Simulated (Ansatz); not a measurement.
# Sr (Fm-3m) in Ansatz: notebook

One crystal, Sr, is run at these levels: r2SCAN; tasks: single point, equation of state.

Program: Ansatz 0.2.0. These are calculated values, not measurements. Logs are shortened: lines on timing, memory, paths and dates and some standing lists are left out, and cuts for length are marked.

## Step 1: The structure

Symmetry: Fm-3m, No. 225, cubic system. Conventional cell: a = 6.085 Å, b = 6.085 Å, c = 6.085 Å, α = 90.00°, β = 90.00°, γ = 90.00°. Sr (site symmetry m-3m) is surrounded by 12 Sr at 4.30 Å.

## Step 2: Single point, r2SCAN, 52.94 Å³/atom (volume scaled by 0.94)

input.yaml

```yaml
crystal:
  lattice:
    - [0.0, 2.9802437979, 2.9802437979]
    - [2.9802437979, 0.0, 2.9802437979]
    - [2.9802437979, 2.9802437979, 0.0]
  atoms:
    - { symbol: Sr, position: [0.0, 0.0, 0.0] }
hamiltonian:
  xc: r2scan
  pseudopotentials: { kind: paw }
kpoints:
  mp_grid: { grid: [6, 6, 6] }
scf:
  occupations: { method: fermi_dirac, width: 0.05 }
output:
  forces: true
  stress: true
  eigenvalues: true
```

Potentials or basis: Ansatz PAW.

Run with:

```console
$ ansatz run input.yaml --threads 2 --pin off --max-ram 5632MiB --backend cpu --events-out ev --progress --plain --runs-dir out
```

The log of the run:

```text
Warning: RAYON_NUM_THREADS=2 ignored (pool sized by the plan → 2); use --threads N
Engine: ansatz 0.2.0, x86_64-unknown-linux-gnu
Pseudopotentials: kind: paw
Pseudopotential: Sr, paw, valence charge 10, recommended cutoff 500 eV (meta_gga), Sr.paw.azcp
Functional definition: r2SCAN
  parameter k0 = 0.174
  parameter k1 = 0.065
  parameter a1 = 4.9479
  exchange = r2scan_x(k0 = k0, k1 = k1, a1 = a1)
  correlation = r2scan_c
Crystal: 1 atoms, lattice volume = 52.940 Å³
Basis set: ecut = 500 eV, 1363 PW (Γ), exchange–correlation on 128×128×128 points (64 copies of the dense FFT grid, shifted against one another)
Bands: 9, of which v1, the nominal top of the filled ones, is band 5 counted from 1 (4 counted from 0)
Symmetry: 48 space group operations
Space group: Fm-3m (ITA 225), of the structure as read, at distance tolerance 3.8e-5 Å
k-points: 16 of 216
Non-local potential: Sr, projectors of the file, l = 0: 3, l = 1: 2, l = 2: 2
PAW form: soft (Blöchl's): semilocal exchange-correlation on the pseudo side does not see the compensation charge
PAW frozen core: Sr, regenerated for the run's functional (the file was generated under x = pbe(κ = 0.804, μ = 0.2195149727645171), c = pbe(β = 0.06672455060314922))
PAW one-centre angular grid: Sr, 302 points (default); XC on 160 Gauss nodes
Initial density: superposition of atomic densities (neutral atoms: chi_scale 0, normalization atom), corrected by the library's trained network
Initial wavefunctions: pseudopotential atomic-orbital guess
Functional: x = r2scan, c = r2scan; τ floored in thin density (d = 2e-4 eV/Å³)
SCF iter   1: F=—  HF=-3555.062515 eV  |F-HF|=—  |Δ(HF+E_count)|=         —  Δρ=3.07e-3  dr2=7.74e-3  dr2_τ=2.41e-3  ethr=1.77e-3  ⟨swp⟩=6.8  Hψ=1302  notcnv=0
preconditioner: auto → none  [metal: Δε(μ)=0.072 eV  Ē_g=3.896 eV  σ=0.050 eV  W_gap=0.33  n_scr=8 (ndim 8)  ℏωp=7.2 eV  f_vac=0.000  D(μ)=2.24/eV (n_scr^D=14)  sad-step TF]
SCF iter   2: F=—  HF=-3555.087863 eV  |F-HF|=—  |Δ(HF+E_count)|=   2.53e-2  Δρ=2.37e-3  dr2=4.54e-3  dr2_τ=9.28e-5  ethr=7.74e-5  ⟨swp⟩=2.3  Hψ=402  notcnv=0
SCF iter   3: F=—  HF=-3555.088374 eV  |F-HF|=—  |Δ(HF+E_count)|=   5.11e-4  Δρ=6.92e-4  dr2=6.50e-4  dr2_τ=5.08e-5  ethr=4.54e-5  ⟨swp⟩=2.1  Hψ=198  notcnv=0
SCF iter   4: F=—  HF=-3555.088232 eV  |F-HF|=—  |Δ(HF+E_count)|=   1.42e-4  Δρ=5.18e-4  dr2=4.59e-5  dr2_τ=6.19e-6  ethr=6.50e-6  ⟨swp⟩=2.5  Hψ=221  notcnv=0
SCF iter   5: F=—  HF=-3555.088273 eV  |F-HF|=—  |Δ(HF+E_count)|=   4.05e-5  Δρ=1.75e-4  dr2=7.47e-6  dr2_τ=5.76e-6  ethr=4.59e-7  ⟨swp⟩=2.1  Hψ=207  notcnv=0
SCF iter   6: F=—  HF=-3555.088286 eV  |F-HF|=—  |Δ(HF+E_count)|=   1.32e-5  Δρ=7.11e-5  dr2=1.38e-6  dr2_τ=9.67e-8  ethr=7.47e-8  ⟨swp⟩=3.0  Hψ=221  notcnv=0
SCF iter   7: F=-3555.088287 eV  HF=-3555.088287 eV  |F-HF|=2.35e-8  |Δ(HF+E_count)|=   1.13e-6  Δρ=1.21e-5  dr2=2.91e-8  dr2_τ=2.98e-9  ethr=1.00e-9  ⟨swp⟩=4.6  Hψ=740  notcnv=0
SCF 1 converged in 7 iterations: F = -3555.088287 eV  dr2 = 2.91e-8
SCF converged after 7 iterations
Free energy (F): -3555.088287 eV
Harris-Foulkes:  -3555.088287 eV  (|F-HF|=2.35e-8)
Internal energy: -3555.070502 eV  (E = F + TS)
E sigma→0 (E₀):  -3555.079395 eV
Entropy (-TS):   -0.017785 eV (-17.785 meV/atom)
Fermi energy:    5.388182 eV
--- Per-component energies (eV) ---
  E_band       = -139.951259
  E_kinetic    = 242.415009
  E_local      = -759.549918  (includes V_loc(G=0)·N_el)
  E_nonlocal   = 202.102561
  E_hartree    = 190.957530
  E_xc         = -161.308935
  E_vxc        = -174.468555  (∫ρ·V_xc dr)
  E_paw        = -2715.723703  (= ΣΔE_a)
  E_vpaw       = -41.684648  (= ΣTr[D̂ρ^β])
  E_aug_tail   = -0.000001  (compensation charges beyond the density's cutoff)
  E_vtau       = 9.319455  (kinetic-family band-sum trace: ∫τ·v_τ [+ j·A + Jᵃ·Aᵃ] dr)
  E_ewald      = -553.817011
  E_core_change = -0.146037  (= ΣΔE_core)
  E_smearing   = -0.017785  (= −TS)
  E_closure    = 0.000000  (closes the sum)
  Σ components = -3555.088287   (vs F -3555.088287, Δ=0.00e0)
--- Forces (eV/Å), atoms counted from 1 ---
  atom   1  Sr    -0.00000000     0.00000000     0.00000000
  max |Σ_I F_I| component: 1.34e-32 eV/Å
--- Stress (GPa, compression-positive) ---
        0.885503       0.000000       0.000000
        0.000000       0.885503       0.000000
       -0.000000      -0.000000       0.885503
  P = ⅓ Tr σ = 0.8855 GPa (8.855 kbar)
--- Band table (eV; the first three rows and the last of 16) ---
  k-point 0: bands = ["-32.5061", "-13.7590", "-13.7590", "-13.7590", "1.4628", "8.1216", "8.1216", "8.1216", "9.7303"]
  k-point 1: bands = ["-32.5015", "-13.8197", "-13.7668", "-13.7668", "1.9396", "7.4105", "8.2852", "8.2852", "9.5220"]
  k-point 2: bands = ["-32.4924", "-13.9381", "-13.7825", "-13.7825", "3.1728", "6.2508", "8.1053", "8.1053", "10.0949"]
  k-point 15: bands = ["-32.4817", "-13.9470", "-13.8783", "-13.8457", "5.1946", "5.9412", "6.2649", "8.5961", "11.2079"]
```

It took 1.4 s on 2 threads of AMD EPYC 7R43 (Zen 3), shared host; peak memory 0.47 GiB.

What came out:

```
Free energy            : -3555.0883 eV
Pressure               : 0.9 GPa
Band gap on the k mesh : none (metal or under the smearing width)
```

Caveat: the PAW data sets come from PBE, with cores solved anew for the run's functional, which leaves a small shift of forces and pressure.

## Step 3: Single point, r2SCAN, 54.07 Å³/atom (volume scaled by 0.96)

Edit input.yaml of step 2 so:

```diff
@@ -2,5 +2,5 @@
   lattice:
-    - [0.0, 2.9802437979, 2.9802437979]
-    - [2.9802437979, 0.0, 2.9802437979]
-    - [2.9802437979, 2.9802437979, 0.0]
+    - [0.0, 3.0012321217, 3.0012321217]
+    - [3.0012321217, 0.0, 3.0012321217]
+    - [3.0012321217, 3.0012321217, 0.0]
   atoms:
```

Potentials or basis: Ansatz PAW.

Run with:

```console
$ ansatz run input.yaml --threads 2 --pin off --max-ram 5632MiB --backend cpu --events-out ev --progress --plain --runs-dir out
```

It took 1.4 s on 2 threads of AMD EPYC 7R43 (Zen 3), shared host; peak memory 0.46 GiB.

Results (log left out):

| Item | Value |
| --- | --- |
| Free energy | -3555.0935 eV |
| Pressure | 0.6 GPa |
| Band gap on the k mesh | none (metal or under the smearing width) |

Caveat: the PAW data sets come from PBE, with cores solved anew for the run's functional, which leaves a small shift of forces and pressure.

## Step 4: Single point, r2SCAN, 55.19 Å³/atom (volume scaled by 0.98)

Edit input.yaml of step 3 so:

```diff
@@ -2,5 +2,5 @@
   lattice:
-    - [0.0, 3.0012321217, 3.0012321217]
-    - [3.0012321217, 0.0, 3.0012321217]
-    - [3.0012321217, 3.0012321217, 0.0]
+    - [0.0, 3.0219309284, 3.0219309284]
+    - [3.0219309284, 0.0, 3.0219309284]
+    - [3.0219309284, 3.0219309284, 0.0]
   atoms:
```

Run with:

```console
$ ansatz run input.yaml --threads 2 --pin off --max-ram 5632MiB --backend cpu --events-out ev --progress --plain --runs-dir out
```

Wall time 1.5 s (2 threads of AMD EPYC 7R43 (Zen 3), shared host); peak memory 0.46 GiB.

It converged, with:

```
Free energy            : -3555.0966 eV
Pressure               : 0.3 GPa
Band gap on the k mesh : none (metal or under the smearing width)
```

Caveat: the PAW data sets come from PBE, with cores solved anew for the run's functional, which leaves a small shift of forces and pressure.

## Step 5: Single point, r2SCAN, 56.32 Å³/atom

Edit input.yaml of step 4 so:

```diff
@@ -2,5 +2,5 @@
   lattice:
-    - [0.0, 3.0219309284, 3.0219309284]
-    - [3.0219309284, 0.0, 3.0219309284]
-    - [3.0219309284, 3.0219309284, 0.0]
+    - [0.0, 3.04235, 3.04235]
+    - [3.04235, 0.0, 3.04235]
+    - [3.04235, 3.04235, 0.0]
   atoms:
```

Run with:

```console
$ ansatz run input.yaml --threads 2 --pin off --max-ram 5632MiB --backend cpu --events-out ev --progress --plain --runs-dir out
```

Wall time 1.5 s (2 threads of AMD EPYC 7R43 (Zen 3), shared host); peak memory 0.46 GiB.

Results (log left out):

| Item | Value |
| --- | --- |
| Free energy | -3555.0979 eV |
| Pressure | 0.1 GPa |
| Band gap on the k mesh | none (metal or under the smearing width) |

Caveat: the PAW data sets come from PBE, with cores solved anew for the run's functional, which leaves a small shift of forces and pressure.

## Step 6: Single point, r2SCAN, 57.45 Å³/atom (volume scaled by 1.02)

Edit input.yaml of step 5 so:

```diff
@@ -2,5 +2,5 @@
   lattice:
-    - [0.0, 3.04235, 3.04235]
-    - [3.04235, 0.0, 3.04235]
-    - [3.04235, 3.04235, 0.0]
+    - [0.0, 3.0624986004, 3.0624986004]
+    - [3.0624986004, 0.0, 3.0624986004]
+    - [3.0624986004, 3.0624986004, 0.0]
   atoms:
```

Potentials or basis: Ansatz PAW.

Run with:

```console
$ ansatz run input.yaml --threads 2 --pin off --max-ram 5632MiB --backend cpu --events-out ev --progress --plain --runs-dir out
```

It took 1.4 s on 2 threads of AMD EPYC 7R43 (Zen 3), shared host; peak memory 0.47 GiB.

It converged, with:

| Item | Value |
| --- | --- |
| Free energy | -3555.0974 eV |
| Pressure | -0.2 GPa |
| Band gap on the k mesh | none (metal or under the smearing width) |

Caveat: the PAW data sets come from PBE, with cores solved anew for the run's functional, which leaves a small shift of forces and pressure.

## Step 7: Single point, r2SCAN, 58.57 Å³/atom (volume scaled by 1.04)

Edit input.yaml of step 6 so:

```diff
@@ -2,5 +2,5 @@
   lattice:
-    - [0.0, 3.0624986004, 3.0624986004]
-    - [3.0624986004, 0.0, 3.0624986004]
-    - [3.0624986004, 3.0624986004, 0.0]
+    - [0.0, 3.0823855122, 3.0823855122]
+    - [3.0823855122, 0.0, 3.0823855122]
+    - [3.0823855122, 3.0823855122, 0.0]
   atoms:
```

Run with:

```console
$ ansatz run input.yaml --threads 2 --pin off --max-ram 5632MiB --backend cpu --events-out ev --progress --plain --runs-dir out
```

It took 1.3 s on 2 threads of AMD EPYC 7R43 (Zen 3), shared host; peak memory 0.47 GiB.

The run converged. Its results:

```
Free energy            : -3555.0954 eV
Pressure               : -0.4 GPa
Band gap on the k mesh : none (metal or under the smearing width)
```

Caveat: the PAW data sets come from PBE, with cores solved anew for the run's functional, which leaves a small shift of forces and pressure.

## Step 8: Single point, r2SCAN, 59.70 Å³/atom (volume scaled by 1.06)

Edit input.yaml of step 7 so:

```diff
@@ -2,5 +2,5 @@
   lattice:
-    - [0.0, 3.0823855122, 3.0823855122]
-    - [3.0823855122, 0.0, 3.0823855122]
-    - [3.0823855122, 3.0823855122, 0.0]
+    - [0.0, 3.1020190703, 3.1020190703]
+    - [3.1020190703, 0.0, 3.1020190703]
+    - [3.1020190703, 3.1020190703, 0.0]
   atoms:
```

Run with:

```console
$ ansatz run input.yaml --threads 2 --pin off --max-ram 5632MiB --backend cpu --events-out ev --progress --plain --runs-dir out
```

Wall time 1.6 s (2 threads of AMD EPYC 7R43 (Zen 3), shared host); peak memory 0.47 GiB.

It converged, with:

```yaml
Free_energy: -3555.0919 eV
Pressure: -0.6 GPa
Band_gap_on_the_k_mesh: none (metal or under the smearing width)
```

Caveat: the PAW data sets come from PBE, with cores solved anew for the run's functional, which leaves a small shift of forces and pressure.

## Step 9: Equation of state, r2SCAN

Potentials or basis: Ansatz PAW.

No new run: the results of the series are fitted here.

Results:

| Quantity | Value |
| --- | --- |
| Equilibrium volume | 56.58 Å³/atom |
| Bulk modulus | 12.0 GPa |
| Pressure derivative of the bulk modulus | 3.2 |

Energy against volume, from the lowest point:
| volume (Å³/atom) | energy (meV/atom) |
| --- | --- |
| 52.940 | 9.58 |
| 54.067 | 4.41 |
| 55.193 | 1.27 |
| 56.319 | 0.00 |
| 57.446 | 0.45 |
| 58.572 | 2.46 |
| 59.698 | 5.95 |

Caveat: the PAW data sets were made with another functional, which shifts forces and pressure a little.
